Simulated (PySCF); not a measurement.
Isomers of C3H4N2.

All values: wB97X-D/def2-SVPD (PySCF) at PBE0-D3(BJ)/def2-SVP geometries, gas phase, one conformer each. Core orbitals are frozen in the response; Δα² is half the sum of the squared differences of the principal polarisabilities.

**Question.** Rank by polarisability anisotropy Δα, lowest first.
A. `[H]/[N:5]=[CH:4]/[CH2:3][C:2]#[N:1]` with C2–C3–C4–N5 -135°
B. `C/N=C/C#N`
C. `N(/C)=C/C#N`
D. `c1c[nH]cn1`

**Answer.** D (3.35 Å³), A (3.80 Å³), C (4.11 Å³), B (5.89 Å³).

**Question.** Rank by vertical ionisation energy (ΔSCF), highest first.
A. `[H]/[N:5]=[CH:4]/[CH2:3][C:2]#[N:1]` with C2–C3–C4–N5 -135°
B. `[H]/N=C(/C)C#N`
C. `[CH2:1]=[N:2][CH2:3][C:4]#[N:5]` with C1–N2–C3–C4 124° (methyleneaminoacetonitrile)
D. `c1cn[nH]c1`
E. `C1=CNC=N1`

**Answer.** B (11.10 eV), A (10.91 eV), C (10.62 eV), D (9.52 eV), E (8.95 eV).

All values together:

| SMILES | μ (D) | HOMO (eV) | LUMO (eV) | α (Å³) | Δα (Å³) | ΔSCF removal energy (eV) |
| --- | --- | --- | --- | --- | --- | --- |
| [H]/N=C/CC#N | 3.30 | -10.39 | 0.81 | 7.04 | 3.80 | 10.91 |
| c1c[nH]cn1 | 3.82 | -8.56 | 2.28 | 6.93 | 3.35 | 8.95 |
| C/N=C\C#N | 2.05 | -10.29 | -0.35 | 7.27 | 4.11 | 10.59 |
| C=NCC#N | 4.87 | -10.19 | 0.67 | 7.14 | 3.73 | 10.62 |
| C/N=C/C#N | 4.66 | -10.40 | -0.32 | 7.58 | 5.89 | 10.68 |
| [H]/N=C(/C)C#N | 2.02 | -10.76 | -0.27 | 7.14 | 3.38 | 11.10 |
| c1cn[nH]c1 | 2.34 | -9.13 | 2.19 | 6.92 | 3.27 | 9.52 |

Conformers: `[H]/[N:5]=[CH:4]/[CH2:3][C:2]#[N:1]` with C2–C3–C4–N5 -135°; `[CH2:1]=[N:2][CH2:3][C:4]#[N:5]` with C1–N2–C3–C4 124°.

**Question.** By how much does the ΔSCF value exceed −ε(HOMO) over the species that have both?

**Answer.** By 0.28 to 0.52 eV, 0.38 eV on average, over 7 species.
